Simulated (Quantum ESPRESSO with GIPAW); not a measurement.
# 133Cs assignment in Cs3GaF6

The values are calculated: DFT, PBEsol, plane-wave PAW (pslibrary 1.0.0 recipes), scalar-relativistic, GIPAW shieldings (Quantum ESPRESSO with GIPAW, a patched development version). Shieldings are without the macroscopic shape term, which is common to all sites.

```
Cs Ga F
1.0
     0.00000    4.72390    4.72390
     4.72390    0.00000    4.72390
     4.72390    4.72390    0.00000
Cs Ga F
3 1 6
Cartesian
  0.0000 0.0000 0.0000
  2.3620 2.3620 2.3620
  7.0859 7.0859 7.0859
  4.7239 4.7239 4.7239
  4.7239 4.7239 2.8032
  4.7239 4.7239 6.6446
  4.7239 2.8032 4.7239
  2.8032 4.7239 4.7239
  4.7239 6.6446 4.7239
  6.6446 4.7239 4.7239
```

The cell is an entry of the Crystallography Open Database; it need not be the form that is stable at ambient conditions. The coordinates shown are those after relaxation (atoms relaxed).

The Cs sites:

```tsv
site	atom no.	atoms in cell	site symmetry	surroundings	bonds (Å)
Cs(1)	1	1	m-3m	CsF6	2.803
Cs(2)	2	2	-43m	CsF12	3.369
```

The lines, in order of position:

```tsv
line	σ_iso (ppm)	relative area	span (ppm)	skew
A	5665	2	0	-
B	5397	1	0	-
```

Assign each line to a crystallographic site.

By the calculation: A is Cs(2) (CsF12); B is Cs(1) (CsF6). The areas settle A and B, whose multiplicities are unique.

[Banner, clock, file and message-heading lines were taken out of the pw.x and gipaw.x logs.]

[Logs are printed without paths, hosts, clocks, repeated set-up lines and the standing remarks that a program may print on its own settings, such as how far it seeks lower states.]

[Hosts, paths, dates, database ids (printed as entryN), source tags and the programs' standing remarks are cut or masked in the printed files.]
